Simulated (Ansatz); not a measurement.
## Ge under strain

These are results of DFT PBE, scalar-relativistic, plane waves, PAW in Ansatz, not measurements. Run with 420 eV cutoff, 12×12×8 k-mesh, Gaussian smearing of 0.10 eV, no spin polarisation.

Starting point, cell and atoms relaxed:

```
CELL_PARAMETERS angstrom
4.05816 0.00000 0.00000
-2.02908 3.51447 0.00000
0.00000 0.00000 6.69253
ATOMIC_POSITIONS crystal
Ge 0.66667 0.33333 0.06279
Ge 0.33333 0.66667 0.56279
Ge 0.66667 0.33333 0.43721
Ge 0.33333 0.66667 0.93721
```

Deformation: biaxial strain in the a-b plane, with the length and tilt of c and the atoms relaxed, all within the symmetry that the strain leaves. Energies are extrapolated to zero smearing. Stress is positive in compression, on the Cartesian axes of the cell above.

| strain (%) | ΔE (meV/atom) | a (Å) | b (Å) | c (Å) | σxx (GPa) | σyy (GPa) | σzz (GPa) |
| --- | --- | --- | --- | --- | --- | --- | --- |
| -4.5 | ? | 3.876 | 3.876 | ? | ? | ? | ? |
| -3.0 | ? | 3.936 | 3.936 | ? | ? | ? | ? |
| -1.5 | 5.3 | 3.997 | 3.997 | 6.721 | 2.44 | 2.44 | 0.00 |
| +0.0 | 0.0 | 4.058 | 4.058 | 6.693 | 0.00 | 0.00 | 0.01 |
| +1.5 | 5.0 | 4.119 | 4.119 | 6.669 | -2.15 | -2.15 | 0.00 |
| +3.0 | 19.0 | 4.180 | 4.180 | 6.648 | -4.00 | -4.00 | -0.01 |
| +4.5 | 41.2 | 4.241 | 4.241 | 6.623 | -5.51 | -5.51 | 0.01 |

**Question.** Fill in the row at -4.5 %.

**Answer.** ΔE 51.3 meV/atom; c 6.792 Å; σxx 8.28 GPa; σyy 8.28 GPa; σzz -0.01 GPa.

**Question.** Fill in the row at -3.0 %.

**Answer.** ΔE 22.0 meV/atom; c 6.754 Å; σxx 5.20 GPa; σyy 5.20 GPa; σzz 0.00 GPa.

This form isn't the element's structure at ambient conditions.